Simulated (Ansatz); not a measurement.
Crystal: AgCl (Chlorargyrite).

```
Ag Cl
1.0
     0.00000    2.73500    2.73500
     2.73500    0.00000    2.73500
     2.73500    2.73500    0.00000
Ag Cl
1 1
Cartesian
  0.0000 0.0000 0.0000
  2.7350 2.7350 2.7350
```

Base run:

- Program: Ansatz 0.2.0
- Functional: PBE0
- Potentials or basis: all-electron PAW datasets made for the crystal
- Cutoff: 290 eV (chosen from the basis error)
- k mesh: 6 × 6 × 6
- Occupations: fermi-dirac, width 0.05 eV
- Spin: no spin polarisation

Its results: band gap on the k mesh 3.10 eV, indirect (least direct gap 5.52 eV); pressure 3.6 GPa.

The run is repeated on the same cell with these changes: functional from PBE0 to PBE; cutoff from 290 eV (chosen from the basis error) to 260 eV (chosen from the basis error). What comes out?

Band gap on the k mesh 0.91 eV, indirect (least direct gap 3.40 eV); pressure 3.9 GPa.

PBE0 gives the wider gap, since exact exchange removes part of the self-interaction.

A k mesh can miss the band edges.

The runs don't all hold the same shells in valence.
